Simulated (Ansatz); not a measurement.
System: YN (rock salt type), 2 atoms in the cell.

Level of theory: PBE, plane waves, PAW datasets (earlier set, tuned by hand) (Ansatz).

Cutoff 870 eV; k-mesh 8×8×8 Γ-centred; Fermi–Dirac smearing of 0.1 eV; no spin polarisation.

```xyz
2
Lattice="0.0000 2.4600 2.4600 2.4600 0.0000 2.4600 2.4600 2.4600 0.0000" Properties=species:S:1:pos:R:3 pbc="T T T"
Y     0.0000    0.0000    0.0000
N     2.4600    2.4600    2.4600
```

Question: Would the cell expand or shrink if it were free to relax?

Answer: The pressure is -1.31 GPa, so at these settings the cell is stretched and would shrink.

The stress includes the program's correction for the finite plane-wave basis.

The k-mesh is modest, so these values aren't fully converged in k.
